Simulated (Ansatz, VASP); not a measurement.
**One calculation of BiTe, two programs**

The input INCAR:

```
SYSTEM = BiTe
ALGO = Normal ; EDIFF = 1E-7
ENCUT = 520 ; GGA = PS
ISIF = 2 ; ISMEAR = 0
LASPH = .True. ; LCHARG = .False.
LREAL = .False. ; LWAVE = .False.
NBANDS = 18 ; NELM = 60
PREC = Accurate ; SIGMA = 0.15
```

Contents of KPOINTS:

```
k-points
0
Gamma
  14 14 14
  0 0 0
```

The input POSCAR:

```
BiTe
1.0
    0.0000000000      3.2835250000      3.2835250000
    3.2835250000      0.0000000000      3.2835250000
    3.2835250000      3.2835250000      0.0000000000
Bi Te
1 1
Direct
    0.0000000000      0.0000000000      0.0000000000
    0.5000000000      0.5000000000      0.5000000000
```

Input for Ansatz:

```yaml
crystal:
  lattice:
    - [0.0, 3.283525, 3.283525]
    - [3.283525, 0.0, 3.283525]
    - [3.283525, 3.283525, 0.0]
  atoms:
    - { symbol: Bi, position: [0.0, 0.0, 0.0] }
    - { symbol: Te, position: [0.5, 0.5, 0.5] }
basis:
  ecutwfc: 420
kpoints:
  mp_grid: { grid: [14, 14, 14] }
hamiltonian:
  xc: pbesol
scf:
  occupations: { method: gaussian, width: 0.15 }
output:
  forces: true
  stress: true
  eigenvalues: true
```

Change from the starting cell: strain +0.015 along x and y, +0.015 along z, atoms carried along.

Alike in both runs: task single point; functional PBEsol; k mesh 14 × 14 × 14; occupations gaussian, width 0.15 eV; no spin polarisation.

|  | VASP | Ansatz |
| --- | --- | --- |
| version | VASP 6.6.1 | Ansatz 0.2.0 |
| potentials or method | VASP PAW PBE potentials, release 64 (Bi_d, Te) | scalar-relativistic, plane waves, PAW |
| plane-wave cutoff (eV) | 520 | 420 |
| valence electrons in the cell | 21 | 31 |

```tsv
	VASP	Ansatz	Ansatz less VASP
gap on the k mesh at the Fermi level (eV)	none	none	-
pressure (GPa)	-3.6	-3.5	+0.03
```

A gap of «none» marks a metal or a gap that the smearing closes. The two sets of potentials don't hold the same shells in valence.

Caveats: the PAW data sets were made with another functional, which shifts forces and pressure a little (VASP); spin-orbit coupling is left out, which moves the levels of the heavy elements.
